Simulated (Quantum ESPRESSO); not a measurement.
Here is a Quantum ESPRESSO 7.5 calculation.

pw.in

```
&CONTROL
  calculation = 'scf'
  prefix = 'pwscf'
  outdir = './tmp'
  pseudo_dir = './pseudo'
  tprnfor = .true.
  disk_io = 'nowf'
/
&SYSTEM
  ibrav = 0
  nat = 2
  ntyp = 2
  ecutwfc = 56
  ecutrho = 448
  nbnd = 18
  occupations = 'smearing'
  smearing = 'gaussian'
  degauss = 0.00367493
  nspin = 2
  starting_magnetization(1) = 0.1538
  starting_magnetization(2) = 0
  nosym = .true.
/
&ELECTRONS
  conv_thr = 5d-07
  electron_maxstep = 100
  mixing_beta = 0.7
  mixing_ndim = 20
  startingpot = 'file'
  mixing_fixed_ns = 5
/
ATOMIC_SPECIES
Ta   180.9479 ta_pbe_v1.uspp.F.UPF
N     14.0070 n_pbe_v1.2.uspp.F.UPF
CELL_PARAMETERS angstrom
   2.9380011100    0.0000000000    0.0000000000
  -1.4690005500    2.5443836000    0.0000000000
   0.0000000000    0.0000000000    2.8830022100
ATOMIC_POSITIONS crystal
Ta     0.3333333333    0.6666666667    0.5000000000
N      0.0000000000    0.0000000000    0.0000000000
K_POINTS automatic
6 6 5 0 0 0
HUBBARD {ortho-atomic}
U Ta-5d 4.0
```

The input start.in:

```
&CONTROL
  calculation = 'scf'
  prefix = 'pwscf'
  outdir = './tmp'
  pseudo_dir = './pseudo'
  disk_io = 'nowf'
/
&SYSTEM
  ibrav = 0
  nat = 2
  ntyp = 2
  ecutwfc = 56
  ecutrho = 448
  nbnd = 18
  occupations = 'smearing'
  smearing = 'gaussian'
  degauss = 0.00367493
  nspin = 2
  starting_magnetization(1) = 0.1538
  starting_magnetization(2) = 0
  nosym = .true.
/
&ELECTRONS
  conv_thr = 5d-07
  electron_maxstep = 1
  mixing_beta = 0.7
  mixing_ndim = 20
  scf_must_converge = .false.
/
ATOMIC_SPECIES
Ta   180.9479 ta_pbe_v1.uspp.F.UPF
N     14.0070 n_pbe_v1.2.uspp.F.UPF
CELL_PARAMETERS angstrom
   2.9380011100    0.0000000000    0.0000000000
  -1.4690005500    2.5443836000    0.0000000000
   0.0000000000    0.0000000000    2.8830022100
ATOMIC_POSITIONS crystal
Ta     0.3333333333    0.6666666667    0.5000000000
N      0.0000000000    0.0000000000    0.0000000000
K_POINTS automatic
6 6 5 0 0 0
HUBBARD {ortho-atomic}
U Ta-5d 4.0
```

Contents of occup.txt:

```
 0.4117 -0.1580 -0.0216  0.3538 -0.3026
-0.1580  0.1128 -0.1917 -0.1924  0.0370
-0.0216 -0.1917  0.7676  0.1983  0.3192
 0.3538 -0.1924  0.1983  0.3655 -0.1742
-0.3026  0.0370  0.3192 -0.1742  0.3424
 0.0000  0.0000  0.0000  0.0000  0.0000
 0.0000  0.0000  0.0000  0.0000  0.0000
 0.0000  0.0000  0.0000  0.0000  0.0000
 0.0000  0.0000  0.0000  0.0000  0.0000
 0.0000  0.0000  0.0000  0.0000  0.0000
 0.0000  0.0000  0.0000  0.0000  0.0000
 0.0000  0.0000  0.0000  0.0000  0.0000
 0.0000  0.0000  0.0000  0.0000  0.0000
 0.0000  0.0000  0.0000  0.0000  0.0000
 0.0000  0.0000  0.0000  0.0000  0.0000
 0.0000  0.0000  0.0000  0.0000  0.0000
 0.0000  0.0000  0.0000  0.0000  0.0000
 0.0000  0.0000  0.0000  0.0000  0.0000
 0.0000  0.0000  0.0000  0.0000  0.0000
 0.0000  0.0000  0.0000  0.0000  0.0000
```

Potentials or basis: GBRV 1.5 PBE.

Command:

```bash
$ OMP_NUM_THREADS=1 mpirun -n 2 pw.x -nk 2 -in start.in > start.out
$ cp occup.txt tmp/pwscf.save/occup.txt
$ OMP_NUM_THREADS=1 mpirun -n 2 pw.x -nk 2 -in pw.in > pw.out
```

Q: Predict the band gap on the k mesh.

A: None (metal or under the smearing width).

Q: Estimate the largest force.

A: 0.003 eV/Å.

Q: Estimate the net moment.

A: 0.01 μB per cell.

Forces in eV/Å, atoms in the order of the input:
```
Ta   0.003  0.000  0.000
N   -0.003  0.000  0.000
```

Caveat: the k mesh is coarse (spacing up to 0.44 Å⁻¹), so the values aren't converged. Spin-orbit coupling is left out, which matters for the levels of Ta.
